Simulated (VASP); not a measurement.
# AlN (P6_3mc) in VASP: a series of runs

One crystal, AlN, is run at these levels: PBE, PBEsol; tasks: relaxation of cell and atoms.

Program: VASP 6.6.1. These are calculated values, not measurements. Logs are shortened: lines on timing, memory, paths and dates and some standing lists are left out, and cuts for length are marked.

## 1. The crystal as given

The structure is hexagonal, space group P6_3mc (No. 186). Conventional cell: a = 3.113 Å, b = 3.113 Å, c = 4.981 Å, α = 90.00°, β = 90.00°, γ = 120.00°. Around Al (site symmetry 3m) lie 4 N at 1.89 Å. N (site symmetry 3m) is surrounded by 4 Al at 1.89 Å.

## 2. Relaxation of cell and atoms, PBE

File INCAR:

```
SYSTEM = AlN
PREC = Accurate
ENCUT = 600
EDIFF = 1E-6
ISMEAR = 0
SIGMA = 0.03
LREAL = .False.
LASPH = .True.
NELM = 80
ALGO = Normal
ISIF = 3
LWAVE = .False.
LCHARG = .False.
GGA = PE
IBRION = 2
NSW = 90
EDIFFG = -0.01
```

File KPOINTS:

```
regular mesh
0
Gamma
  12 12 6
  0 0 0
```

File POSCAR:

```
AlN
1.0
    3.1130000000      0.0000000000      0.0000000000
   -1.5565000000      2.6959370800      0.0000000000
    0.0000000000      0.0000000000      4.9810000000
Al N
2 2
Direct
    0.3333333300      0.6666666700      0.0000000000
    0.6666666700      0.3333333300      0.5000000000
    0.3333333300      0.6666666700      0.3800000000
    0.6666666700      0.3333333300      0.8800000000
```

Potentials or basis: VASP PAW PBE potentials, release 64 (Al, N).

Launch:

```console
cat potpaw_PBE.64/Al/POTCAR potpaw_PBE.64/N/POTCAR > POTCAR
mpirun -np 1 vasp_std > vasp.out
```

OUTCAR:

```text
SYSTEM = AlN
   PREC = Accurate
   ENCUT = 600
   EDIFF = 1E-6
   ISMEAR = 0
   LREAL = .False.
   LASPH = .True.
   NELM = 80
   ISIF = 3
   GGA = PE
   IBRION = 2
   NSW = 90
   EDIFFG = -0.01

 ion  position               nearest neighbor table
   1  0.333  0.667  0.000-   3 1.89   4 1.89   4 1.89   4 1.89   2 3.07   2 3.07   2 3.07   2 3.07
                             2 3.07   2 3.07
   2  0.667  0.333  0.500-   4 1.89   3 1.89   3 1.89   3 1.89   1 3.07   1 3.07   1 3.07   1 3.07
                             1 3.07   1 3.07
   3  0.333  0.667  0.380-   1 1.89   2 1.89   2 1.89   2 1.89
   4  0.667  0.333  0.880-   2 1.89   1 1.89   1 1.89   1 1.89

  LATTYP: Found a hexagonal cell.
 ALAT       =     3.1130000000
 C/A-ratio  =     1.6000642467

  Lattice vectors:

 A1 = (   3.1130000000,   0.0000000000,   0.0000000000)
 A2 = (  -1.5565000000,   2.6959370800,   0.0000000000)
 A3 = (   0.0000000000,   0.0000000000,   4.9810000000)

Analysis of symmetry for initial positions (statically):
=====================================================================
 Subroutine PRICEL returns:
 Original cell was already a primitive cell.

 Routine SETGRP: Setting up the symmetry group for a
 hexagonal supercell.

 Subroutine GETGRP returns: Found 12 space group operations
 (whereof  6 operations were pure point group operations)
 out of a pool of 24 trial point group operations.

The static configuration has the point symmetry C_3v.
 The point group associated with its full space group is C_6v.

Analysis of symmetry for dynamics (positions and initial velocities):
=====================================================================
 Subroutine PRICEL returns:
 Original cell was already a primitive cell.

 Routine SETGRP: Setting up the symmetry group for a
 hexagonal supercell.

 Subroutine GETGRP returns: Found 12 space group operations
 (whereof  6 operations were pure point group operations)
 out of a pool of 24 trial point group operations.

The dynamic configuration has the point symmetry C_3v.
 The point group associated with its full space group is C_6v.

 Subroutine INISYM returns: Found 12 space group operations
 (whereof  6 operations are pure point group operations),
 and found     1 'primitive' translations

----------------------------------------------------------------------------------------

                                     Primitive cell

  volume of cell :      41.8028

  direct lattice vectors                    reciprocal lattice vectors
     3.113000000  0.000000000  0.000000000     0.321233537  0.185464269  0.000000000
    -1.556500000  2.695937080  0.000000000     0.000000000  0.370928538  0.000000000
     0.000000000  0.000000000  4.981000000     0.000000000  0.000000000  0.200762899

  length of vectors
     3.113000000  3.112999998  4.981000000     0.370928538  0.370928538  0.200762899

  position of ions in fractional coordinates (direct lattice)
     0.333333330  0.666666670  0.000000000
     0.666666670  0.333333330  0.500000000
     0.333333330  0.666666670  0.380000000
     0.666666670  0.333333330  0.880000000

  ion indices of the primitive-cell ions
   primitive index   ion index
                 1           1
                 2           2
                 3           3
                 4           4

----------------------------------------------------------------------------------------

 KPOINTS: regular mesh

Automatic generation of k-mesh.
 Grid dimensions read from file:
 generate k-points for:   12   12    6

 Generating k-lattice:

  Cartesian coordinates                     Fractional coordinates (reciprocal lattice)
     0.026769461  0.015455356  0.000000000     0.083333333 -0.000000000  0.000000000
     0.000000000  0.030910712  0.000000000     0.000000000  0.083333333  0.000000000
     0.000000000  0.000000000  0.033460483     0.000000000  0.000000000  0.166666667

  Length of vectors
     0.030910711  0.030910712  0.033460483

  Shift w.r.t. Gamma in fractional coordinates (k-lattice)
     0.000000000  0.000000000  0.000000000

 Subroutine IBZKPT returns following result:
 ===========================================

 Found     76 irreducible k-points:

 Following reciprocal coordinates:
            Coordinates               Weight
  0.000000  0.000000  0.000000      1.000000
  0.083333  0.000000  0.000000      6.000000
  0.166667  0.000000  0.000000      6.000000
  0.250000  0.000000  0.000000      6.000000
  0.333333  0.000000  0.000000      6.000000
  0.416667  0.000000  0.000000      6.000000
[... 16 lines left out ...]
  0.250000  0.000000  0.166667     12.000000
  0.333333  0.000000  0.166667     12.000000
 [... further k-points ...]
   k-points           NKPTS =     76   k-points in BZ     NKDIM =     76   number of bands    NBANDS=     12
   number of dos      NEDOS =    301   number of ions     NIONS =      4
   total plane-waves  NPLWV =  31360
   dimension x,y,z NGX =    28 NGY =   28 NGZ =   40
   dimension x,y,z NGXF=    56 NGYF=   56 NGZF=   80
   ions per type =               2   2
   NGX,Y,Z   is equivalent  to a cutoff of  14.95, 14.95, 13.35 a.u.
   NGXF,Y,Z  is equivalent  to a cutoff of  29.91, 29.91, 26.70 a.u.
 SYSTEM =  AlN
   PREC   = accura    normal or accurate (medium, high low for compatibility)
   ISTART =      0    job   : 0-new  1-cont  2-samecut
   ICHARG =      2    charge: 1-file 2-atom 10-const
   ISPIN  =      1    spin polarized calculation?
   LNONCOLLINEAR =      F non collinear calculations
   LSORBIT =      F    spin-orbit coupling
   LASPH  =      T    aspherical Exc in radial PAW
   ENCUT  =  600.0 eV  44.10 Ry    6.64 a.u.   6.22  6.22  9.95*2*pi/ulx,y,z
   NELM   =     80;   NELMIN=  2; NELMDL= -5     # of ELM steps
   EDIFF  = 0.1E-05   stopping-criterion for ELM
   LREAL  =      F    real-space projection
   EDIFFG = -.1E-01   stopping-criterion for IOM
   NSW    =     90    number of steps for IOM
   IBRION =      2    ionic relax: 0-MD 1-quasi-New 2-CG
   NFREE  =      1    steps in history (QN), initial steepest desc. (CG)
   ISIF   =      3    stress and relaxation
   ISYM   =      2    0-nonsym 1-usesym 2-fastsym
   POTIM  = 0.5000    time-step for ionic-motion
   TEBEG  =    0.0;   TEEND  =   0.0 temperature during run
   PSTRESS=    0.0 pullay stress
   NELECT =      16.0000    total number of electrons
   NUPDOWN=      -1.0000    fix difference up-down
   EMIN   =  10.00;   EMAX   =-10.00  energy-range for DOS
   EFERMI =   0.00;   METHOD = LEGACY
   ISMEAR =     0;   SIGMA  =   0.03  broadening in eV -4-tet -1-fermi 0-gaus
   EFERMI_NEDOS =   21; number of points for ismear=-14 and -15
   IALGO  =     38    algorithm
   IMIX   =      4    mixing-type and parameters
     AMIX     =   0.40;   BMIX     =  1.00
     AMIX_MAG =   1.60;   BMIX_MAG =  1.00
  volume/ion in A,a.u.               =      10.45        70.52
  Fermi-wavevector in a.u.,A,eV,Ry     =   1.188629  2.246183 19.222843  1.412839
  Thomas-Fermi vector in A             =   2.324754
   LORBIT       =      0    0 simple, 1 ext, 2 COOP (PROOUT), +10 PAW based schemes
   GGA     = PE    functional components
   LHFCALC =     F    Hartree Fock is set to
   AEXX    =    0.0000 exact exchange contribution
   IVDW    =     0    specifies the selected vdW correction
   LEPSILON=     F    determine dielectric tensor
   LRPA    =     F    only Hartree local field effects (RPA)
 conjugate gradient relaxation of ions
 non-spin polarized calculation
 Gauss-broadening in eV      SIGMA  =   0.03
  energy-cutoff  :      600.00
  volume of cell :       41.80
 maximum number of plane-waves:      1412
 NGX is ok and might be reduce to    28
   NGX = 13   NGY = 13   NGZ = 19

--------------------------------------- Ionic step        1  -------------------------------------------

 number of electron      16.0000000 magnetization

 Free energy of the ion-electron system (eV)
  ---------------------------------------------------
  ext. energy  EPLUGINS =         0.00000000
  ---------------------------------------------------
  free energy    TOTEN  =       -29.77433057 eV

  energy without entropy =      -29.77433057  energy(sigma->0) =      -29.77433057

------------------------ aborting loop because EDIFF is reached ----------------------------------------

  FORCE on cell =-STRESS in cart. coord.  units (eV):
  Direction    XX          YY          ZZ          XY          YZ          ZX
  --------------------------------------------------------------------------------------
  -------------------------------------------------------------------------------------
  Total        0.7297040      0.7297040      1.1617999      0.0000000      0.0000000      0.0000000
  in kB       27.9673881     27.9673881     44.5283405      0.0000000      0.0000000      0.0000000
  external PRESSURE =      33.4877056 kB  Pullay stress =       0.0000000 kB
[... 61 lines left out ...]
  energy  without entropy=      -29.7760738819  energy(sigma->0) =      -29.77607388

--------------------------------------- Ionic step        3  -------------------------------------------

 number of electron      15.9999999 magnetization

 Free energy of the ion-electron system (eV)
  ---------------------------------------------------
  ext. energy  EPLUGINS =         0.00000000
  ---------------------------------------------------
  free energy    TOTEN  =       -29.78264085 eV

  energy without entropy =      -29.78264085  energy(sigma->0) =      -29.78264085

 E-fermi :   6.1764     XC(G=0): -10.8355

 val. band max:        5.9763197535   @ k =   0.0000   0.0000   0.0000
 cond. band min:      10.0414951775   @ k =   0.0000   0.0000   0.0000
 fundamental gap:      4.0651754240
 Fermi energy:         6.1764166616

 k-point     1 :       0.0000    0.0000    0.0000
  band No.  band energies     occupation
      1      -9.0972      2.00000
      2      -7.0120      2.00000
      3       0.0645      2.00000
      4       5.1407      2.00000
      5       5.1407      2.00000
      6       5.7815      2.00000
      7       5.7815      2.00000
      8       5.9763      2.00000
      9      10.0415      0.00000
     10      12.5146      0.00000
     11      16.4474      0.00000
     12      17.0311      0.00000
[... 331 lines left out ...]
 k-point    24 :       0.3333    0.0000    0.1667
  band No.  band energies     occupation
      1      -7.8018      2.00000
      2      -6.6084      2.00000
      3       1.1357      2.00000
      4       2.0826      2.00000
      5       2.6843      2.00000
      6       4.2440      2.00000
      7       5.1987      2.00000
      8       5.3368      2.00000
      9      11.7675      0.00000
     10      12.5857      0.00000
     11      14.3396      0.00000
     12      16.0287      0.00000

 [... further k-points ...]

------------------------ aborting loop because EDIFF is reached ----------------------------------------

  FORCE on cell =-STRESS in cart. coord.  units (eV):
  Direction    XX          YY          ZZ          XY          YZ          ZX
  --------------------------------------------------------------------------------------
  -------------------------------------------------------------------------------------
  Total        0.0186784      0.0186784     -0.0196717      0.0000000     -0.0000000      0.0000000
  in kB        0.7041706      0.7041706     -0.7416167      0.0000000     -0.0000000      0.0000000
  external PRESSURE =       0.2222415 kB  Pullay stress =       0.0000000 kB
[... 19 lines left out ...]
  FREE ENERGIE OF THE ION-ELECTRON SYSTEM (eV)
  ---------------------------------------------------
  free  energy   TOTEN  =       -29.7826408514 eV

  energy  without entropy=      -29.7826408514  energy(sigma->0) =      -29.78264085

 reached required accuracy - stopping structural energy minimisation
```

Wall time 60 s (1 thread of Intel Xeon Platinum 8488C (Sapphire Rapids), shared host); peak memory 0.19 GiB.

Results:

- Free energy: -29.7826 eV
- Relaxed volume: 10.62 Å³/atom
- Relaxed cell: a = 3.127 Å, b = 3.127 Å, c = 5.018 Å, α = 90.00°, β = 90.00°, γ = 120.00°
- Space group after relaxing (to 0.05 Å): P6_3mc (No. 186)
- Energy gained by relaxing: 2.1 meV/atom
- Ionic steps: 3
- Pressure after relaxing: 0.0 GPa
- Largest force after relaxing: 0.004 eV/Å
- Band gap on the k mesh: 4.07 eV, direct

Forces on the atoms (eV/Å):
```
Al   0.000  0.000 -0.004
Al   0.000  0.000 -0.004
N    0.000  0.000  0.004
N    0.000  0.000  0.004
```

Step by step:
```csv
step,energy change (eV),largest force (eV/Å),pressure (GPa),volume (Å³)
1,0.0000,0.1289,3.35,41.80
2,-0.0017,0.0910,-2.80,43.14
3,-0.0083,0.0042,0.02,42.50
```

Final structure:
```xyz
4
Lattice="3.1273 0.0000 0.0000 -1.5637 2.7084 0.0000 0.0000 0.0000 5.0175" Properties=species:S:1:pos:R:3 pbc="T T T"
Al    0.0000    1.8056    5.0142
Al    1.5637    0.9028    2.5054
N     0.0000    1.8056    1.9100
N     1.5637    0.9028    4.4188
```

A k mesh can miss the band edges. PBE usually gives volumes a little too large and moduli too small.

## 3. Relaxation of cell and atoms, PBE

This run uses another cell than the first one, of 10.62 Å³/atom, 1.017 times its volume.

Changes to INCAR since step 2:

```diff
@@ -3,3 +3,3 @@
 ENCUT = 600
-EDIFF = 1E-6
+EDIFF = 1E-7
 ISMEAR = 0
@@ -16,2 +16,2 @@
 NSW = 90
-EDIFFG = -0.01
+EDIFFG = -0.005
```

KPOINTS is that of step 2.

File POSCAR:

```
AlN                                     
1.0
    3.1273442140      0.0000000000      0.0000000000
   -1.5636721070      2.7083595337     -0.0000000000
    0.0000000000      0.0000000000      5.0175425437
  Al              N             
     2     2
Direct
     0.3333333300000021    0.6666666699999979    0.9993379583176335
     0.6666666699999979    0.3333333300000021    0.4993379583176335
     0.3333333300000021    0.6666666699999979    0.3806620416823691
     0.6666666699999979    0.3333333300000021    0.8806620416823691
```

Potentials or basis: VASP PAW PBE potentials, release 64 (Al, N).

Launch:

```console
cat potpaw_PBE.64/Al/POTCAR potpaw_PBE.64/N/POTCAR > POTCAR
mpirun -np 1 vasp_std > vasp.out
```

Run time: 46 s. Hardware: 1 thread of Intel Xeon Platinum 8488C (Sapphire Rapids), shared host; peak memory 0.19 GiB.

The run converged. Its results:

| Property | Result |
| --- | --- |
| Free energy | -29.7835 eV |
| Energy gained by relaxing | 0.0 meV/atom |
| Ionic steps | 2 |
| Pressure after relaxing | 0.0 GPa |
| Largest force after relaxing | 0.005 eV/Å |
| Band gap on the k mesh | 4.06 eV, direct |

Forces in eV/Å, atoms in the order of the input:
```
Al   0.000  0.000 -0.005
Al   0.000  0.000 -0.005
N    0.000  0.000  0.005
N    0.000  0.000  0.005
```

Final structure:
```xyz
4
Lattice="3.1279 0.0000 0.0000 -1.5639 2.7088 0.0000 0.0000 0.0000 5.0159" Properties=species:S:1:pos:R:3 pbc="T T T"
Al    0.0000    1.8059    5.0124
Al    1.5639    0.9029    2.5044
N     0.0000    1.8059    1.9096
N     1.5639    0.9029    4.4175
```

Levels at points of the mesh, in eV from the valence-band top:
| k point | band 6 | band 7 | band 8 | band 9 | band 10 | band 11 |
| --- | --- | --- | --- | --- | --- | --- |
| (0.00, 0.00, 0.00) | -0.20 | -0.20 | 0.00 | 4.06 | 6.53 | 10.47 |
| (0.50, 0.00, 0.00) | -2.05 | -1.74 | -0.68 | 5.77 | 5.77 | 8.04 |
| (0.00, 0.00, 0.50) | -0.53 | -0.53 | -0.53 | 6.33 | 6.33 | 10.18 |
| (0.50, 0.00, 0.50) | -1.44 | -1.35 | -1.35 | 5.25 | 5.25 | 9.16 |

A k mesh can miss the band edges. As with any semilocal functional, this PBE gap is likely too small.

## 4. Relaxation of cell and atoms, PBEsol

File INCAR:

```
SYSTEM = AlN
  PREC = Accurate
  ENCUT = 600
  EDIFF = 1E-6
  ISMEAR = 0
  SIGMA = 0.03
  LREAL = .FALSE.
  LASPH = .TRUE.
  NELM = 80
  ALGO = Normal
  ISIF = 3
  LWAVE = .FALSE.
  LCHARG = .FALSE.
  GGA = PS
  IBRION = 2
  NSW = 90
  EDIFFG = -0.01
```

File KPOINTS:

```
regular mesh
0
G
  12 12 6
  0 0 0
```

File POSCAR:

```
AlN
1.0
    3.1130000000      0.0000000000      0.0000000000
   -1.5565000000      2.6959370800      0.0000000000
    0.0000000000      0.0000000000      4.9810000000
Al N
2 2
Direct
    0.3333333300      0.6666666700      0.0000000000
    0.6666666700      0.3333333300      0.5000000000
    0.3333333300      0.6666666700      0.3800000000
    0.6666666700      0.3333333300      0.8800000000
```

Launch:

```console
cat potpaw_PBE.64/Al/POTCAR potpaw_PBE.64/N/POTCAR > POTCAR
mpirun -np 1 vasp_std > vasp.out
```

Wall time 64 s (1 thread of Intel Xeon 6975P-C (Granite Rapids), shared host); peak memory 0.19 GiB.

Results (log left out):

| Item | Value |
| --- | --- |
| Free energy | -31.3157 eV |
| Relaxed volume | 10.45 Å³/atom |
| Relaxed cell | a = 3.113 Å, b = 3.113 Å, c = 4.981 Å, α = 90.00°, β = 90.00°, γ = 120.00° |
| Space group after relaxing (to 0.05 Å) | P6_3mc (No. 186) |
| Energy gained by relaxing | 0.3 meV/atom |
| Ionic steps | 6 |
| Pressure after relaxing | 0.1 GPa |
| Band gap on the k mesh | 4.12 eV, direct |

Step by step:
```
step  energy change (eV)  largest force (eV/Å)  pressure (GPa)  volume (Å³)
   1              0.0000                0.1321            0.04        41.80
   2             -0.0003                0.0871            0.02        41.82
   3             -0.0012                0.0143            0.05        41.81
   4             -0.0013                0.0063           -0.06        41.83
   5             -0.0013                0.0013           -0.12        41.84
   6             -0.0013                0.0005            0.09        41.79
```

Final structure:
```yaml
crystal:
  lattice:
    - [3.11270, 0.00000, 0.00000]
    - [-1.55635, 2.69568, 0.00000]
    - [0.00000, 0.00000, 4.98090]
  atoms:
    - { symbol: Al, position: [0.33333, 0.66667, 0.99899] }
    - { symbol: Al, position: [0.66667, 0.33333, 0.49899] }
    - { symbol: N, position: [0.33333, 0.66667, 0.38101] }
    - { symbol: N, position: [0.66667, 0.33333, 0.88101] }
```

Levels at points of the mesh, in eV from the valence-band top:
| k point | band 4 | band 5 | band 6 | band 7 | band 8 | band 9 | band 10 | band 11 | band 12 |
| --- | --- | --- | --- | --- | --- | --- | --- | --- | --- |
| (0.00, 0.00, 0.00) | -0.88 | -0.88 | -0.23 | -0.23 | 0.00 | 4.12 | 6.55 | 10.50 | 11.02 |
| (0.50, 0.00, 0.00) | -4.20 | -3.38 | -2.12 | -1.81 | -0.70 | 5.67 | 5.68 | 8.08 | 10.16 |
| (0.00, 0.00, 0.50) | -3.36 | -0.56 | -0.56 | -0.56 | -0.56 | 6.37 | 6.37 | 10.21 | 10.21 |
| (0.50, 0.00, 0.50) | -5.66 | -1.49 | -1.49 | -1.38 | -1.38 | 5.17 | 5.17 | 9.13 | 9.13 |

Caveat: the PAW data sets were made with another functional, which shifts forces and pressure a little. PBEsol gaps usually lie below the measured ones, often by a third to a half.
